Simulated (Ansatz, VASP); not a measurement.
# One calculation of CaO (Lime), two programs

INCAR

```
SYSTEM = CaO
ALGO = Normal
EDIFF = 1E-6
EDIFFG = -0.01
ENCUT = 600
GGA = PS
IBRION = 2
ISIF = 3
ISMEAR = 1
LASPH = .True.
LCHARG = .False.
LREAL = .False.
LWAVE = .False.
NELM = 100
NSW = 80
PREC = Accurate
SIGMA = 0.05
```

File KPOINTS:

```
k-points
0
Gamma
  7 7 7
  0 0 0
```

The input POSCAR:

```
CaO
1.0
    0.0000000000      2.4065000000      2.4065000000
    2.4065000000      0.0000000000      2.4065000000
    2.4065000000      2.4065000000      0.0000000000
Ca O
1 1
Direct
    0.0000000000      0.0000000000      0.0000000000
    0.5000000000      0.5000000000      0.5000000000
```

Input for Ansatz:

```yaml
crystal:
  lattice:
    - [0.0, 2.4065, 2.4065]
    - [2.4065, 0.0, 2.4065]
    - [2.4065, 2.4065, 0.0]
  atoms:
    - { symbol: Ca, position: [0.0, 0.0, 0.0] }
    - { symbol: O, position: [0.5, 0.5, 0.5] }
basis:
  ecutwfc: 420.0
kpoints:
  mp_grid:
    grid: [7, 7, 7]
hamiltonian:
  xc: pbesol
  dispersion: none
scf:
  occupations:
    method: cold
    width: 0.05
relax:
  max_steps: 60
  cell: {}
```

Alike in both runs: task relaxation of cell and atoms; functional PBEsol; k mesh 7 × 7 × 7; no spin polarisation.

```csv
,VASP,Ansatz
version,VASP 6.6.1,Ansatz 0.2.0
potentials or method,"VASP PAW PBE potentials, release 64 (Ca_sv, O)","plane waves, PAW"
plane-wave cutoff (eV),600,420
occupations,"methfessel-paxton of order 1, width 0.05 eV","cold, width 0.05 eV"
valence electrons in the cell,16,16
```

Ansatz gave:

| Item | Value |
| --- | --- |
| relaxed volume (Å³/atom) | 13.54 |
| relaxed cell length with the largest relative difference (Å) | 3.371 |
| energy change over the relaxation (meV/atom) | -4 |

Task: Which values does VASP return?

Result: Relaxed volume (Å³/atom): 13.61; relaxed cell length with the largest relative difference (Å): 3.376; energy change over the relaxation (meV/atom): -3.

Caveats: the PAW data sets were made with another functional, which shifts forces and pressure a little (VASP); an odd mesh through Γ misses points on the zone boundary, where band edges often lie. PBEsol gaps usually lie below the measured ones, often by a third to a half.
